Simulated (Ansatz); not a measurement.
A crystal relaxed with r2SCAN in the plane-wave code Ansatz has space group P6_3/mmc (No. 194) and a = 3.319 Å, c = 5.831 Å.

```
atom  site       x       y       z
  Na    2a  0.0000  0.0000  0.0000
  Xx    2c  0.3333  0.6667  0.2500
```

r2SCAN gives an indirect gap of 3.98 eV, from K–Γ (0.20 of the way from K) to Γ; the least direct gap is 5.07 eV at L–M (0.50 of the way from L). The HSE06 gap is indirect, 4.43 eV (K–Γ (0.20 of the way from K) to Γ), below the direct gap of 5.57 eV at L–M (0.50 of the way from L). The PBE gap is indirect, 3.39 eV (K–Γ (0.20 of the way from K) to Γ), below the direct gap of 4.51 eV at L–M (0.50 of the way from L). Meshes: r2SCAN 12×12×4, HSE06 6×6×4, PBE 12×12×4. r2SCAN's ε∞ is 2.9 along all three axes, to this precision.

Question: Which element is Xx?
A. F
B. Li
C. H
D. Rb

Answer: C. Xx is H: NaH (NiAs type). Na has 6 H at 2.41 Å; H has 6 Na at 2.41 Å.

These are computed values for a spin-unpolarised cell that may be hypothetical; none is a measurement.

Where an edge lies off the special points, it is a point of the mesh or the k point where a search put PBE's edge or least direct gap, reused for the other functionals, whose own edges may lie a little apart; PBE's own value is read along its path and can be a few hundredths of an eV high.

The meshes of the hybrids are coarse, so their gaps aren't converged to the digits shown.
